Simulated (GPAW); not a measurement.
A run of GPAW 26.7.0:

Contents of run.py:

```python
from ase import Atoms
from ase.io import write
from ase.optimize import LBFGS
from gpaw import GPAW, PW

atoms = Atoms(['Zr', 'Zr'],
              cell=[[3.4815664591, 0.0, 0.0],
                    [-1.7407832295, 3.0151249985, 0.0],
                    [0.0, 0.0, 5.5444376748]],
              scaled_positions=[[0.6666666667, 0.3333333333, 0.75],
                                [0.3333333333, 0.6666666667, 0.25]],
              pbc=True)

calc = GPAW(mode=PW(600),
            xc='LDA',
            kpts={'size': (9, 9, 5), 'gamma': True},
            occupations={'name': 'methfessel-paxton', 'width': 0.1, 'order': 1},
            nbands=24,
            convergence={'density': 1e-05, 'forces': 0.0001},
            maxiter=150,
            txt='gpaw.txt')
atoms.calc = calc
opt = LBFGS(atoms, trajectory='relax.traj', logfile='-')
done = opt.run(fmax=0.02, steps=40)
calc.write('gs.gpw')
write('result.traj', atoms)
print('Converged:', done)
print('Cell:', atoms.cell.cellpar().round(4))
print('Volume:', round(atoms.get_volume(), 4))
print(atoms.get_scaled_positions().round(5))
```

Potentials or basis: the program's PAW data sets (release 1.2.1) made for this functional, pw.

The run is started by

```bash
$ OMP_NUM_THREADS=1 python run.py
```

Hardware: 1 thread of Arm Neoverse V1 (shared host).

Question: Estimate the wall time of this run.

Answer: Wall time 30 s on 1 thread of Arm Neoverse V1, on a shared host, peak memory 0.18 GiB. Counts: scf iterations 10, plane waves 1963, bands 24, k points 50, ion steps 1.
